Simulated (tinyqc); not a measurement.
Pariser-Parr-Pople SCF with singles CI, for the molecule N=C(N)O (SMILES; centres numbered as the heavy atoms are written), step by step. Computed by tinyqc, a small Python program that keeps every step. Settings: charge = 0, gamma = Ohno, start = core, damping = 0.3, iteration cap = 59, excitations kept = 9. Command: `OMP_NUM_THREADS=1 python tinyqc.py 31434 31435 out.jsonl` (the two numbers bound the seeds that draw the settings). One thread of a shared host (Intel(R) Xeon(R) Processor @ 2.60GHz), about 0.01 s of CPU time with the checks. Later iterations appear only in the table of the cycle.

## PPP integrals

Centres (angstrom, eV; a flat drawing with bonds scaled to 1.40 angstrom):

| centre | x | y | core charge z | W | gamma_rr |
|---|---|---|---|---|---|
| 1N | -1.21200 | 0.70000 | 1 | 14.10000 | 12.30000 |
| 2C | 0.00000 | 0.00000 | 1 | 11.16000 | 11.13000 |
| 3N | 1.21200 | 0.70000 | 2 | 25.60000 | 16.80000 |
| 4O | 0.00000 | -1.40000 | 2 | 33.00000 | 21.50000 |

Resonance integrals (eV):

| i | j | beta |
|---|---|---|
| 1 | 2 | -2.51000 |
| 2 | 3 | -2.24000 |
| 2 | 4 | -2.24000 |

Ohno: gamma = 14.399645/sqrt(R^2 + a^2), a = 2 x 14.399645/(gamma_rr + gamma_ss); H_rr = -W_r - sum_(s != r) z_s gamma_rs; H_rs = beta for bonds.

repulsion gamma_rs (eV), lower triangle:
```
          1N        2C        3N        4O
1N  12.30000
2C   7.73037  11.13000
3N   5.49973   8.28310  16.80000
4O   5.60296   8.70075   5.67234  21.50000
```

core matrix H (eV), lower triangle:
```
           1N         2C         3N         4O
1N  -44.03575
2C   -2.51000  -52.85809
3N    0.00000   -2.24000  -50.72750
4O    0.00000   -2.24000    0.00000  -58.64839
```

## Starting guess

pi electrons, sum of z_r less the charge = 6

Orbitals of the core matrix H.

P at the start, lower triangle:
```
          1N       2C        3N       4O
1N   0.17471
2C   0.53545  1.84292
3N  -0.16147  0.04737   1.98572
4O  -0.07814  0.02292  -0.00691  1.99665
```

## Iteration 1: Fock matrix

F_rr = H_rr + P_rr gamma_rr / 2 + sum_(s != r) P_ss gamma_rs; F_rs = H_rs - P_rs gamma_rs / 2; E = tr P (H + F) / 2 + core repulsion sum_(r<s) z_r z_s gamma_rs.

F (eV), lower triangle:
```
          1N        2C        3N        4O
1N  -6.60675
2C  -4.57963  -7.43138
3N   0.44402  -2.43618  -6.49584
4O   0.21892  -2.33973   0.01961  -8.90701
```

pi energy = -101.85405 eV

## Iteration 1: orbitals and new P

Diagonalise F (the basis is taken as orthonormal) and form P = 2 sum c c over the lowest orbitals; 0.3 of the old P is kept.

orbital energies (eV): -12.77152  -8.59867  -6.86763  -1.20316

P after iteration 1, lower triangle:
```
          1N       2C        3N       4O
1N   0.93522
2C   0.73207  1.32152
3N  -0.35555  0.35353   1.81335
4O  -0.21247  0.21573  -0.11432  1.92991
```

## Iteration 2: Fock matrix

As before.

F (eV), lower triangle:
```
          1N        2C        3N         4O
1N  -7.28216
2C  -5.33957  -6.46239
3N   0.97773  -3.70417  -8.45853
4O   0.59523  -3.17849   0.32423  -10.87770
```

pi energy = -106.88053 eV

## Iteration 2: orbitals and new P

As before.

orbital energies (eV): -14.19904  -10.46112  -8.98852  0.56789

P after iteration 2, lower triangle:
```
          1N       2C        3N       4O
1N   1.25806
2C   0.76952  1.08074
3N  -0.38465  0.46787   1.76110
4O  -0.24630  0.30232  -0.15441  1.90009
```

## Convergence

Stop when output and input P, before any damping, agree to 1e-7.

Course of the cycle:

| iteration | E (eV) | largest \|P(out) - P(in)\| |
|---|---|---|
| 1 | -101.8540452 | 1.09e+00 |
| 2 | -106.8805251 | 4.61e-01 |
| 3 | -109.0062663 | 1.94e-01 |
| 4 | -109.7490804 | 8.55e-02 |
| 5 | -109.9944419 | 3.99e-02 |
| 6 | -110.0738588 | 2.02e-02 |
| 7 | -110.0993379 | 1.09e-02 |
| 8 | -110.1074737 | 5.92e-03 |
| 9 | -110.1100636 | 3.26e-03 |
| 10 | -110.1108862 | 1.81e-03 |
| 11 | -110.1111471 | 1.00e-03 |
| ... | ... | ... |
| 17 | -110.1112677 | 3.07e-05 |
| 18 | -110.1112678 | 1.72e-05 |
| 19 | -110.1112679 | 9.65e-06 |
| 20 | -110.1112679 | 5.42e-06 |
| 21 | -110.1112679 | 3.05e-06 |
| 22 | -110.1112679 | 1.71e-06 |
| 23 | -110.1112679 | 9.65e-07 |
| 24 | -110.1112679 | 5.43e-07 |
| 25 | -110.1112679 | 3.06e-07 |
| 26 | -110.1112679 | 1.73e-07 |
| 27 | -110.1112679 | 9.73e-08 |

Converged in 27 iterations.

## Converged orbitals

Charges are z - P_rr.

orbital energies (eV): -15.45827  -11.92033  -9.94205  1.31680

coefficients:
```
        MO1       MO2       MO3       MO4
1N  0.31740  -0.32452   0.74092  -0.49496
2C  0.58738  -0.25207   0.14278   0.75568
3N  0.35860  -0.57983  -0.64196  -0.35085
4O  0.65242   0.70352  -0.13616  -0.24671
```

pi charges: 1N -0.51004, 2C 0.14212, 3N 0.24619, 4O 0.12173

## Singles CI, singlets

Over the 3 single excitations with the smallest orbital gaps: A = (e_a - e_i) delta + 2 (ia|jb) - (ij|ab), with (pq|rs) = sum c_mp c_mq gamma_mn c_nr c_ns. f = 2/3 w |mu|^2 in atomic units, mu = sqrt2 sum c_ia sum_m c_mi c_ma R_m.

singlet CI matrix (eV), lower triangle:
```
          3>4      2>4      1>4
3>4   5.87561
2>4  -0.04640  7.08044
1>4   0.05812  0.06202  9.50499
```

singlet excitation energies (eV): 5.87282  7.08076  9.50747

oscillator strengths: 0.54659  0.31336  0.00658

## Singles CI, triplets

Over the 3 single excitations with the smallest orbital gaps: A = (e_a - e_i) delta - (ij|ab), with (pq|rs) = sum c_mp c_mq gamma_mn c_nr c_ns.

triplet CI matrix (eV), lower triangle:
```
          3>4      2>4      1>4
3>4   2.76878
2>4   0.02262  4.73861
1>4  -0.11181  0.25451  7.89825
```

triplet excitation energies (eV): 2.76594  4.71874  7.92095
